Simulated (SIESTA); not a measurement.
The system is As.

```
As
1.0
     1.88080    1.08588    3.51406
    -1.88080    1.08588    3.51406
     0.00000   -2.17176    3.51406
As
2
Direct
  0.22600 0.22600 0.22600
  0.77400 0.77400 0.77400
```

Base run:

```yaml
Program: SIESTA 5.4.2
Functional: revPBE
Potentials_or_basis: PseudoDojo 0.4 standard (PBE files)
Basis: DZP (energy shift 0.003 Ry; two zetas on semicore shells)
Grid_cutoff: 500 Ry
Energy_shift: 0.003 Ry
k_mesh: 9 × 9 × 9
Occupations: fermi-dirac, width 0.05 eV
Spin: no spin polarisation
```

Its results: band gap on the k mesh none (metal or under the smearing width); pressure 7.6 GPa; largest force 0.924 eV/Å.

Problem. After a change of settings the same cell gave: band gap on the k mesh none (metal or under the smearing width); pressure 6.0 GPa; largest force 0.877 eV/Å. Which change was it?
A. functional from revPBE to PBE
B. functional from revPBE to WC; potentials or basis from PseudoDojo 0.4 standard (PBE files) to PseudoDojo 0.4 standard (PBEsol files)
C. functional from revPBE to AM05; potentials or basis from PseudoDojo 0.4 standard (PBE files) to PseudoDojo 0.4 standard (PBEsol files)
D. functional from revPBE to BLYP

Solution. A.

PBE binds more tightly than revPBE, so the same cell stands under less pressure.

Caveats: the basis of atomic orbitals isn't converged, which shifts pressures, moduli and gaps; the potentials were made for another functional, which shifts forces and pressure (some runs).

Not every run made on this cell is shown here.
